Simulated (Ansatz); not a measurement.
# MgZn3O4: the cost of one run

Method: DFT PBE, scalar-relativistic, plane waves, PAW, in Ansatz 0.2.0.

## 1. The starting structure

Symmetry: Pm-3m, No. 221, cubic system. Conventional cell: a = 4.598 Å, b = 4.598 Å, c = 4.598 Å, α = 90.00°, β = 90.00°, γ = 90.00°. Around Mg (site symmetry m-3m) lie 6 O at 2.30 Å. Zn (site symmetry 4/mmm) has 6 O at 2.30 Å as nearest neighbours. O (site symmetry 4/mmm) is surrounded by 2 Mg at 2.30 Å and 4 Zn at 2.30 Å. O (site symmetry m-3m) is surrounded by 6 Zn at 2.30 Å.

As a file:

```xyz
8
Lattice="4.5983 0.0000 0.0000 0.0000 4.5983 0.0000 0.0000 0.0000 4.5983" Properties=species:S:1:pos:R:3 pbc="T T T"
Mg    0.0000    0.0000    0.0000
Zn    2.2991    0.0000    2.2991
Zn    2.2991    2.2991    0.0000
Zn    0.0000    2.2991    2.2991
O     0.0000    2.2991    0.0000
O     2.2991    2.2991    2.2991
O     0.0000    0.0000    2.2991
O     2.2991    0.0000    0.0000
```

The start is an ordering of an alloy on its end members' structure types: elements ordered on the sites of the ZnO type, Zn/Mg on Zn (Pm-3m, No. 221).

## 2. Probe: one point on a coarse mesh

input.yaml reads:

```yaml
crystal:
  lattice:
    - [4.59825691, 0.0, 0.0]
    - [0.0, 4.59825691, 0.0]
    - [0.0, 0.0, 4.59825691]
  atoms:
    - { symbol: Mg, position: [0.0, 0.0, 0.0] }
    - { symbol: Zn, position: [0.5, 0.0, 0.5] }
    - { symbol: Zn, position: [0.5, 0.5, 0.0] }
    - { symbol: Zn, position: [0.0, 0.5, 0.5] }
    - { symbol: O, position: [0.0, 0.5, 0.0] }
    - { symbol: O, position: [0.5, 0.5, 0.5] }
    - { symbol: O, position: [0.0, 0.0, 0.5] }
    - { symbol: O, position: [0.5, 0.0, 0.0] }
basis:
  ecutwfc: 420
kpoints:
  mp_grid: { grid: [4, 4, 4] }
hamiltonian:
  xc: pbe
scf:
  occupations: { method: gaussian, width: 0.1 }
  lower_state_search: "off"
output:
  forces: true
  stress: true
  eigenvalues: true
```

Started as:

```console
$ ansatz run input.yaml --threads 1 --pin off --max-ram 2560MiB --backend cpu --events-out ev --progress --plain --runs-dir out
```

Q: Estimate wall time and peak memory on 1 thread of Intel Xeon 6975P-C (Granite Rapids), shared host.

About 1.6 s, with a peak of 0.42 GiB.
